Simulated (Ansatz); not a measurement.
Bulk crystal (TaAs) after relaxation:

Space group I4_1md (No. 109). a = 3.463 Å, b = 3.463 Å, c = 11.735 Å, α = 90.00°, β = 90.00°, γ = 90.00°
```json
{"atom": "Ta", "site": "4a", "symmetry": "2mm.", "x": "0.0000", "y": "0.5000", "z": "0.7502"}
{"atom": "As", "site": "4a", "symmetry": "2mm.", "x": "0.5000", "y": "0.0000", "z": "0.8324"}
```

Miller indices refer to the conventional cell of I4_1md (No. 109), a = 3.463 Å, b = 3.463 Å, c = 11.735 Å, α = 90.00°, β = 90.00°, γ = 90.00°.

The (001) slab of 8 planes, 9.8 Å thick with 15 Å of vacuum as cut; outer planes As (top) and Ta (bottom).

All numbers below come from DFT PBE, scalar-relativistic, plane waves, PAW (Ansatz 0.2.0). Cutoff 420 eV; k points 10×10×1 on the computed 8-atom cell (Γ-centred); Gaussian smearing, width 0.10 eV; no spin polarisation. A dipole correction removes the field between periodic images along c.

With the atoms at the bulk's places:

For the slab as cut, the surface energy (mean of both faces) is 2.19 J/m² and the work function is 5.07 eV (top), 4.42 eV (bottom). The dipole of the slab along +c, per cell is -0.04 e·Å.

Question: What changes when all atoms relax within this surface cell and its symmetry?

Answer: The energy falls by 0.063 J/m² a face, and the largest move is 0.11 Å.

```yaml
Surface_energy_mean_of_both_faces: 2.12 J/m²
Work_function: 5.15 eV (top), 4.26 eV (bottom)
Dipole_of_the_slab_along_+c_per_cell: -0.06 e·Å
```

```tsv
plane (bottom to top)	atoms	spacing to next, bulk (Å)	relaxed (Å)	change (%)
1	Ta	0.965	0.790	-18.1
2	As	1.968	1.995	+1.4
3	Ta	0.965	0.977	+1.2
4	As	1.968	1.960	-0.4
5	Ta	0.965	0.992	+2.7
6	As	1.968	1.966	-0.1
7	Ta	0.965	1.043	+8.1
8	As
```

Spin-orbit coupling is left out, which matters for the bands of heavy elements. Gaps are read on the k points sampled, so a band crossing between them can be missed.